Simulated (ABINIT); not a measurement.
V:

```
V
1.0
    -1.51435    1.51435    1.51435
     1.51435   -1.51435    1.51435
     1.51435    1.51435   -1.51435
V
1
Direct
  0.00000 0.00000 0.00000
```

Base run:

```yaml
Program: ABINIT 10.8.3 (patched build)
Functional: r2SCAN
Potentials_or_basis: JTH PAW PBE v2.0
Cutoff: 490 eV
k_mesh: 10 × 10 × 10
Occupations: fermi-dirac, width 0.05 eV
Spin: collinear spin, ferromagnetic start
Starting_moments: "[2.0] μB"
```

Its results: band gap on the k mesh none (metal or under the smearing width); pressure -6.6 GPa; net moment 0.00 μB per cell.

Question: The run is repeated on the same cell with these changes: k mesh from 10 × 10 × 10 to 5 × 5 × 5. What comes out?

Answer: Band gap on the k mesh none (metal or under the smearing width); pressure -5.0 GPa; net moment 0.50 μB per cell; site moments V +0.43 μB.

Caveats: some runs use coarse meshes; the PAW data sets were made with another functional, which shifts forces and pressure a little.
